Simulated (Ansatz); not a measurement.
**Thickness series of a Zr/SiC/Zr junction**

Wanted: T(E), the conductance and its decay constant for Zr/SiC/Zr. Both electrodes are Zr hcp(0001); the barrier is SiC wurtzite(0001) (whole bilayers). In the first transport cell, after relaxation, the nearest pair of electrode and barrier is Zr–C at 2.49 Å, at a slant, at the lower face and Zr–Si at 2.81 Å, at a slant, at the upper one. All share a net of side 3.09 Å, which strains the lower electrode by -4.3 % and the barrier by +0.0 %, against typed lattice constants near PBE's. The first steps treat the bulk electrodes alone.

Program: Ansatz 0.2.0. Level of theory: PBE DFT, plane waves, PAW files, in the first sound run; inputs show where later runs differ. Results are calculated unless marked as measured.

This is a report of a sequence of runs, with most program output left out.

## (1) The starting structure

The structure is hexagonal, space group P6_3/mmc (No. 194). Conventional cell: a = 3.090 Å, b = 3.090 Å, c = 5.327 Å, α = 90.00°, β = 90.00°, γ = 120.00°. Nearest to Zr lie 12 Zr at 3.09 to 3.21 Å.

## (2) The strained electrode

The electrode is held to the junction's net and relaxed along the normal; its spacing is used for the ideal lead layers.

File input.yaml:

```yaml
crystal:
  lattice:
    - [3.09, 0.0, 0.0]
    - [-1.545, 2.6760184977, 0.0]
    - [0.0, 0.0, 5.3268606811]
  atoms:
    - { symbol: Zr, position: [0.0, 0.0, 0.0] }
    - { symbol: Zr, position: [0.3333333333, 0.6666666667, 0.5] }
kpoints:
  mp_grid: { grid: [12, 12, 6] }
scf:
  occupations: { method: fermi_dirac, width: 0.1 }
  max_iter: 150
hamiltonian:
  xc: pbe
relax:
  f_tol: 0.01
  max_steps: 40
  cell: { fix: [a, b, angles] }
```

Run with:

```bash
$ ansatz run input.yaml --threads 4 --pin off --max-ram 12288MiB --backend cpu --events-out ev --progress --plain --runs-dir out
```

Run time: 3.9 s. Hardware: 4 threads of Arm Neoverse V1, shared host; peak memory 0.37 GiB.

The steps of the relaxation:

```tsv
step	energy less that of the first step (eV)	largest force component (eV/Å)	pressure (GPa)	volume (Å³)
1	0.0000	0.0000	5.73	44.05
2	-0.0041	0.0000	3.32	45.02
3	-0.0048	0.0000	3.93	44.76
4	-0.0048	0.0000	3.97	44.75
5*	-0.0049	0.0000	3.97	44.75
```

Relaxation steps marked * repeat the geometry before them on a plane-wave basis chosen anew for their cell, so energy and pressure can jump there.

Forces are held to the 24 operations that the run works with; a distortion that breaks them can't arise in this run.

```tsv
conventional cell, symmetrised	before	after	change
a (Å)	3.090	3.090	+0.0 %
b (Å)	3.090	3.090	+0.0 %
c (Å)	5.327	5.411	+1.6 %
volume (Å³/atom)	22.02	22.37	+1.6 %
```

The relaxed structure:

```
Zr
1.0
     3.09000    0.00000    0.00000
    -1.54500    2.67602    0.00000
     0.00000    0.00000    5.41134
Zr
2
Direct
  0.00000 0.00000 0.00000
  0.33333 0.66667 0.50000
```

This step gave:

```
free energy  : -8367.6222 eV
Fermi energy : 14.58 eV
pressure     : 3.969 GPa
```

## (3) Relaxation

System of this step: Zr/SiC/Zr. The cell holds 16 atoms: 8 Zr, 4 C and 4 Si. Cell: a = 3.090 Å, b = 3.090 Å, c = 44.344 Å, α = 90.0°, β = 90.0°, γ = 120.0°. Vacuum lies along c.

The starting distances are typed guesses, too rough for a quantity that is exponential in distance. A short slab in vacuum serves: only the barrier and the layers next to it are taken over, and later cells can add or drop layers in the barrier's middle. The dipole correction removes the field that unlike faces would set up across the vacuum.

File input.yaml:

```yaml
crystal:
  lattice:
    - [3.09, 0.0, 0.0]
    - [-1.545, 2.6760184977, 0.0]
    - [0.0, 0.0, 44.3441929152]
  atoms:
    - { symbol: Zr, position: [0.0, 0.0, 0.1804069366] }
    - { symbol: Zr, position: [0.33333333, 0.66666667, 0.2404696002] }
    - { symbol: Zr, position: [0.0, 0.0, 0.3005322638] }
    - { symbol: Zr, position: [0.33333333, 0.66666667, 0.3605949273] }
    - { symbol: C, position: [0.66666667, 0.33333333, 0.4019983438] }
    - { symbol: Si, position: [0.0, 0.0, 0.4160612901] }
    - { symbol: C, position: [0.0, 0.0, 0.4591647919] }
    - { symbol: Si, position: [0.66666667, 0.33333333, 0.4732277381] }
    - { symbol: C, position: [0.66666667, 0.33333333, 0.5163312399] }
    - { symbol: Si, position: [0.0, 0.0, 0.5303941861] }
    - { symbol: C, position: [0.0, 0.0, 0.573497688] }
    - { symbol: Si, position: [0.66666667, 0.33333333, 0.5875606342] }
    - { symbol: Zr, position: [0.0, 0.0, 0.6394050727] }
    - { symbol: Zr, position: [0.66666667, 0.33333333, 0.6994677362] }
    - { symbol: Zr, position: [0.0, 0.0, 0.7595303998] }
    - { symbol: Zr, position: [0.66666667, 0.33333333, 0.8195930634] }
kpoints:
  mp_grid: { grid: [8, 8, 1] }
scf:
  occupations: { method: fermi_dirac, width: 0.1 }
  max_iter: 150
hamiltonian:
  xc: pbe
efield:
  axis: 3
  dipole_correction: true
relax:
  f_tol: 0.04
  max_steps: 60
output:
  forces: true
```

Wall time 30 s (4 threads); peak memory 0.98 GiB; 2 min of CPU time.

Relaxation path:

```tsv
step	energy less that of the first step (eV)	largest force component (eV/Å)
1	0.0000	0.6907
2	-0.0804	0.4477
3	-0.1044	0.1391
4	-0.1058	0.0232
5	-0.1058	0.0232
```

Forces are held to the 6 operations that the run works with; a distortion that breaks them can't arise in this run.

The atoms that moved most (Å):

```tsv
atom	dx	dy	dz	length
Zr1	0.000	0.000	0.105	0.105
Zr13	0.000	0.000	-0.103	0.103
Zr16	0.000	0.000	-0.102	0.102
Zr4	0.000	0.000	0.086	0.086
Zr14	0.000	0.000	-0.041	0.041
Zr15	0.000	0.000	0.025	0.025
Zr3	0.000	0.000	0.024	0.024
Si12	0.000	0.000	0.021	0.021
```

Numbers from this step:

| Item | Value |
| --- | --- |
| free energy | -37017.6080 eV |
| Fermi energy | 8.455 eV |

The largest force component on a free atom ends at 0.023 eV/Å. At one or more of this run's solves the program warned of density in the dipole ramp over its bound, where dipole, forces and levels can be off.

## (4) Transmission over a wide range of energy

This step: PBE DFT, plane waves, PAW files; ballistic transmission by layer matching between semi-infinite leads (Ansatz 0.2.0).

System of this step: Zr/SiC/Zr. The cell holds 30 atoms: 22 Zr, 4 C and 4 Si. Cell: a = 3.090 Å, b = 3.090 Å, c = 80.328 Å, α = 90.0°, β = 90.0°, γ = 120.0°. Regions: left electrode, 11 atoms (11 Zr); barrier, 8 atoms (4 C and 4 Si); right electrode, 11 atoms (11 Zr). Vacuum lies along c.

The relaxed core is set between ideal electrode layers (this cell holds 8 atomic planes between the electrodes; where that differs from the relaxed slab, whole periods were copied in or cut out without a new relaxation), which the solver continues as semi-infinite leads. A wide energy window on a coarse mesh (12×12) shows where the Fermi level lies against the barrier's bands; the projected density of states shows how far the metals' states reach in.

File input.yaml:

```yaml
crystal:
  lattice:
    - [3.09, 0.0, 0.0]
    - [-1.545, 2.6760184977, 0.0]
    - [0.0, 0.0, 80.3280884947]
  atoms:
    - { symbol: Zr, position: [0.33333333, 0.66666667, 0.0871426189] }
    - { symbol: Zr, position: [0.0, 0.0, 0.1208253461] }
    - { symbol: Zr, position: [0.33333333, 0.66666667, 0.1545080733] }
    - { symbol: Zr, position: [0.0, 0.0, 0.1881908005] }
    - { symbol: Zr, position: [0.33333333, 0.66666667, 0.2218735277] }
    - { symbol: Zr, position: [0.0, 0.0, 0.2555562549] }
    - { symbol: Zr, position: [0.33333333, 0.66666667, 0.2892389821] }
    - { symbol: Zr, position: [0.0, 0.0, 0.3229217093] }
[... 18 atom lines left out ...]
    - { symbol: Zr, position: [0.66666667, 0.33333333, 0.8118091995] }
    - { symbol: Zr, position: [0.0, 0.0, 0.8454919267] }
    - { symbol: Zr, position: [0.66666667, 0.33333333, 0.8791746539] }
    - { symbol: Zr, position: [0.0, 0.0, 0.9128573811] }
kpoints:
  mp_grid: { grid: [12, 12, 1] }
scf:
  occupations: { method: fermi_dirac, width: 0.1 }
  max_iter: 150
hamiltonian:
  xc: pbe
output:
  transmission:
    kmesh: [12, 12]
    e_range: [-2.5, 2.5]
    de: 0.1
    leads: [[4, 6], [24, 26]]
  dos: { projected: true, e_range: [-6, 5], de: 0.05 }
  write_potential: true
  write_density: true
  volumetric_format: npy
  elf: true
```

Wall time 4.8 min (4 threads); peak memory 3.9 GiB; 16 min of CPU time.

This step gave:

| Quantity | Value |
| --- | --- |
| free energy | -95590.9202 eV |
| Fermi energy | 11.64 eV |
| level to which the leads are filled | 0 eV from the Fermi level |
| transmission at the Fermi level (a spin, zone mean) | 0.006312 |
| channels of the lower lead | 0.8681 |
| channels of the upper lead | 0.8681 |
| potential step in the lower lead | 58.3 meV |
| potential step in the upper lead | 7.5 meV |

One spin. Table of transmission, zone mean by energy, zero at the Fermi level:

energy (eV), transmission, zone mean and a bar:
```
    -2.50      0.037 ########
    -2.40      0.021 ####
    -2.20      0.015 ###
    -2.10      0.037 ########
    -2.00      0.020 ####
    -1.90      0.061 ##############
    -1.80      0.018 ###
    -1.70      0.011 ##
    -1.60      0.009 #
    -1.40      0.008 #
    -1.30      0.010 ##
    -1.10      0.007 #
    -1.00      0.007 #
    -0.90      0.010 ##
    -0.70      0.006 #
    -0.60      0.006 #
    -0.50      0.004 
    -0.30      0.008 #
    -0.20      0.007 #
    -0.10      0.006 #
     0.00      0.006 #
     0.10      0.006 #
     0.20      0.009 ##
     0.30      0.003 
     0.50      0.004 
     0.60      0.005 
     0.70      0.009 #
     0.90      0.013 ##
     1.00      0.019 ####
     1.10      0.003 
     1.30      0.009 ##
     1.40      0.010 ##
     1.60      0.050 ###########
     1.70      0.043 #########
     1.80      0.081 ###################
     2.00      0.048 ###########
     2.10      0.108 #########################
     2.20      0.074 #################
     2.30      0.129 ##############################
     2.40      0.117 ###########################
     2.50      0.075 #################
```

One spin. Table of open channels, zone mean by energy, zero at the Fermi level:

```tsv
energy (eV)	lower lead	upper lead
-2.50	1	1.02
-2.30	0.729	0.812
-2.20	0.812	0.812
-2.00	0.854	0.854
-1.80	0.618	0.618
-1.60	0.535	0.535
-1.50	0.535	0.535
-1.30	0.854	0.854
-1.10	0.938	0.938
-0.90	1.08	1.08
-0.80	1.10	1.19
-0.60	1.40	1.44
-0.40	1.02	1.02
-0.30	0.743	0.743
-0.10	0.493	0.493
0.00	0.868	0.868
0.10	0.951	0.951
0.30	1.34	1.28
0.40	1.32	1.32
0.60	0.986	0.986
0.80	1.27	1.27
0.90	1.06	1.06
1.10	0.743	0.799
1.30	0.993	0.993
1.50	0.910	0.910
1.60	1.15	1.12
1.80	1.16	1.16
2.00	1.03	1.03
2.20	1.24	1.24
2.30	1.16	1.16
2.50	1.08	1.08
```

Transmission over k1 and k2. At 0.0000 eV from the Fermi level.

Values, 12 rows by 12 columns:
```
0.0040 0.0003 0.0000 0.0000 0.0000 0.0000 0.0003 0.0040 0.0000 0.0040 0.0040 0.0000
0.0000 0.0000 0.0000 0.0000 0.0052 0.0000 0.0000 0.0000 0.0000 0.0040 0.0000 0.0040
0.0016 0.0000 0.0000 0.0000 0.0012 0.0012 0.0000 0.0000 0.0000 0.0016 0.0040 0.0040
0.0000 0.0000 0.0052 0.0012 0.0123 0.0126 0.0123 0.0012 0.0052 0.0000 0.0000 0.0000
0.0040 0.0000 0.0000 0.0012 0.0126 0.0846 0.0846 0.0126 0.0012 0.0000 0.0000 0.0040
0.0066 0.0003 0.0000 0.0000 0.0123 0.0846 0.0794 0.0846 0.0123 0.0000 0.0000 0.0003
0.0040 0.0040 0.0000 0.0000 0.0012 0.0126 0.0846 0.0846 0.0126 0.0012 0.0000 0.0000
0.0000 0.0000 0.0000 0.0000 0.0052 0.0012 0.0123 0.0126 0.0123 0.0012 0.0052 0.0000
0.0016 0.0040 0.0040 0.0016 0.0000 0.0000 0.0000 0.0012 0.0012 0.0000 0.0000 0.0000
0.0000 0.0040 0.0000 0.0040 0.0000 0.0000 0.0000 0.0000 0.0052 0.0000 0.0000 0.0000
0.0040 0.0000 0.0040 0.0040 0.0000 0.0040 0.0003 0.0000 0.0000 0.0000 0.0000 0.0003
0.0066 0.0040 0.0000 0.0016 0.0000 0.0040 0.0066 0.0040 0.0000 0.0016 0.0000 0.0040
```
Columns: k1 (b1) from -0.5 to 0.417; rows upwards: k2 (b2) from -0.5 to 0.417.

Open channels of the lower lead over k1 and k2. At 0.0000 eV from the Fermi level.

Values, 12 rows by 12 columns:
```
1.00 1.00 0.00 0.00 0.00 0.00 1.00 1.00 0.00 2.00 2.00 0.00
0.00 0.00 0.00 0.00 2.00 0.00 0.00 0.00 0.00 2.00 0.00 2.00
2.00 0.00 0.00 0.00 2.00 2.00 0.00 0.00 0.00 2.00 2.00 2.00
0.00 0.00 2.00 2.00 2.00 1.00 2.00 2.00 2.00 0.00 0.00 0.00
1.00 0.00 0.00 2.00 1.00 2.00 2.00 1.00 2.00 0.00 0.00 1.00
1.00 1.00 0.00 0.00 2.00 2.00 2.00 2.00 2.00 0.00 0.00 1.00
1.00 1.00 0.00 0.00 2.00 1.00 2.00 2.00 1.00 2.00 0.00 0.00
0.00 0.00 0.00 0.00 2.00 2.00 2.00 1.00 2.00 2.00 2.00 0.00
2.00 2.00 2.00 2.00 0.00 0.00 0.00 2.00 2.00 0.00 0.00 0.00
0.00 2.00 0.00 2.00 0.00 0.00 0.00 0.00 2.00 0.00 0.00 0.00
1.00 0.00 2.00 2.00 0.00 1.00 1.00 0.00 0.00 0.00 0.00 1.00
1.00 1.00 0.00 2.00 0.00 1.00 1.00 1.00 0.00 2.00 0.00 1.00
```
Columns: k1 (b1) from -0.5 to 0.417; rows upwards: k2 (b2) from -0.5 to 0.417.

Projected DOS an atom over height of the atomic layer and energy from the Fermi level. Layers: Zr Zr Zr Zr Zr Zr Zr Zr Zr Zr Zr C Si C Si C Si C Si Zr Zr Zr Zr Zr Zr Zr Zr Zr Zr Zr; projections on atoms miss part of the total, and the computed bands can run out at the top of the range; a column is the mean of 2 neighbouring layers, the last of those left over.

Ten even steps from '_' (0.00 states/eV) to '@' (1.77 states/eV), each cell a mean:
```
@@%%@@%%@@--______==@@%%@@%%@@
@@%%%%%%%%--______==%%%%%%%%@@
%%==------..______::==----==%%
********##--______--##********
%%%%%%%%%%==______--##%%%%%%%%
%%######**==______--########%%
****####%%==______::######****
========++::______::**========
##########::__..__--##########
##########..____..--****##**##
++********....::::++********++
--++++++==....::::====++++**--
..::::::::::::::::::::::::::..
..........++----::............
____..__..------::..__________
______..__::::--::..__________
__________::------..__________
__________::::----..__________
__________::::..::____________
__________::::::::..__________
__________::::::::..__________
__________..::....____________
```
Columns: height of the atomic layer (Å) from 8.35 to 72.0 (not evenly spaced); rows upwards: energy from the Fermi level (eV) from -6 to 0.6.

ELF in the ca plane at fractional y = 0.000, with atoms of Zr and Si and C within 0.2 Å of it. It is the smooth field of the valence electrons, not physical close to the nuclei.

Values, 5 rows by 16 columns, each cell a mean:
```
0.73 0.59 0.44 0.26 0.34 0.70 0.59 0.45 0.46 0.66 0.33 0.48 0.43 0.34 0.66 0.45
0.33 0.68 0.43 0.49 0.68 0.33 0.66 0.50 0.29 0.32 0.26 0.24 0.22 0.25 0.34 0.24
0.14 0.41 0.35 0.55 0.63 0.15 0.39 0.46 0.41 0.20 0.33 0.31 0.30 0.33 0.21 0.32
0.47 0.76 0.45 0.43 0.63 0.47 0.75 0.50 0.30 0.49 0.26 0.25 0.23 0.24 0.52 0.27
0.79 0.42 0.42 0.20 0.27 0.75 0.42 0.43 0.50 0.55 0.37 0.60 0.55 0.40 0.54 0.51
```
Columns run along c (16.0 Å, from fractional 0.46 to 0.66 of the cell), rows up along a (3.1 Å). Atoms in or near the plane, at fractional coordinates: C at (0.48, 0.00), Si at (0.52, 0.00), C at (0.54, 0.00), Zr at (0.58, 0.00), Zr at (0.64, 0.00).

Electrostatic potential energy in the ca plane at fractional y = 0.000, with atoms of Zr and Si and C within 0.2 Å of it. With pseudopotentials it is smooth inside the atoms' cores, unlike the true potential.

Ten even steps from '0' (-56 eV) to '9' (13 eV), each cell a mean:
```
79999999996100379999999973114872159999731148
89999999998534689999999987557998789999975579
99998789999888999998789999889999988999998899
99987678999999999987678999999999888899999999
99987778999999999987778999999999888999999999
99998889999766899998889998778999899999987789
89999999997311489999999985226885479999852368
79999999996100279999999973003760049999720038
```
Columns run along c (16.0 Å, from fractional 0.34 to 0.53 of the cell; values clipped at the 3rd and 97th percentile), rows up along a (3.1 Å). Atoms in or near the plane, at fractional coordinates: Zr at (0.39, 0.00), Si at (0.45, 0.00), C at (0.48, 0.00), Si at (0.52, 0.00).

Valence density in the ca plane at fractional y = 0.000, with atoms of Zr and Si and C within 0.2 Å of it. It is the smooth field of the valence electrons, not physical close to the nuclei.

Values in e/Å³, 5 rows by 16 columns, each cell a mean:
```
0.3 0.2 0.2 0.4 3.2 1.3 0.2 0.2 0.2 0.3 0.5 1.3 0.6 0.2 0.3 0.4
0.2 0.4 0.3 0.2 0.6 0.3 0.2 0.5 0.3 0.5 0.2 0.4 0.4 0.2 0.5 0.2
0.2 0.5 0.5 0.2 0.2 0.2 0.3 0.7 0.4 0.4 0.1 0.2 0.3 0.3 0.5 0.2
0.2 0.3 0.3 0.2 1.3 0.5 0.2 0.3 0.3 0.4 0.3 0.7 0.4 0.2 0.5 0.3
0.4 0.2 0.2 0.5 3.5 1.6 0.2 0.2 0.2 0.2 0.6 1.6 0.7 0.1 0.2 0.5
```
Columns run along c (16.0 Å, from fractional 0.34 to 0.53 of the cell), rows up along a (3.1 Å). Atoms in or near the plane, at fractional coordinates: Zr at (0.39, 0.00), Si at (0.45, 0.00), C at (0.48, 0.00), Si at (0.52, 0.00).

At the Fermi level the transmission is 0.0063, as a zone mean for one spin on this coarse mesh. At the Fermi level the layers of this cell's barrier hold from 0.0040 to 0.049 states an eV and atom. In the worse lead the potential repeats within 58 meV, which the program flags as too much for a lead, so G carries that doubt.

[end of part 1 of 3]

[Logs are printed without paths, hosts, clocks, repeated set-up lines and the standing remarks that a program may print on its own settings, such as how far it seeks lower states.]

[Hosts, paths, dates, database ids (printed as entryN), source tags and the programs' standing remarks are cut or masked in the printed files.]
